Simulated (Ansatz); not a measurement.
Te in Ansatz: the effect of strain

Crystal: Te.

```xyz
3
Lattice="4.2758 0.0000 0.0000 -2.1379 3.7030 0.0000 0.0000 0.0000 5.9240" Properties=species:S:1:pos:R:3 pbc="T T T"
Te    1.5628    2.7069    0.0000
Te   -0.5751    0.9961    3.9493
Te    1.1502    0.0000    1.9747
```

Alike in all runs:

```yaml
Program: Ansatz 0.2.0
Task: relaxation of the atoms
Functional: PBE
Potentials_or_basis: Ansatz PAW
Cutoff: "420 eV (not typed: the program's choice for these potentials)"
k_mesh: 6 × 6 × 4
Occupations: fermi-dirac, width 0.05 eV
Spin: no spin polarisation
Kind_of_strain: biaxial
```

Each run relaxes the cell or the atoms first.

```csv
strain,gap on the mesh (eV),pressure (GPa)
-0.04,none,3.8
-0.02,?,?
-0.01,0.15,1.5
0,0.19,0.9
0.01,0.24,0.4
0.02,0.29,0.0
0.04,0.39,-0.5
```

Task: What does the run with strain -0.02 give?

Result: gap on the mesh 0.10 eV; pressure 2.1 GPa.

Worked out: A parabola through the other rows of the pressure, of slope -72.6 GPa per unit of strain there, gives 2.2 GPa, against the run's 2.1.

Caveats: the thresholds are loose for stress; spin-orbit coupling is left out, which moves the levels of the heavy elements (some runs).

A k mesh can miss the band edges.

A gap of «none» marks a metal or a gap under the smearing width.
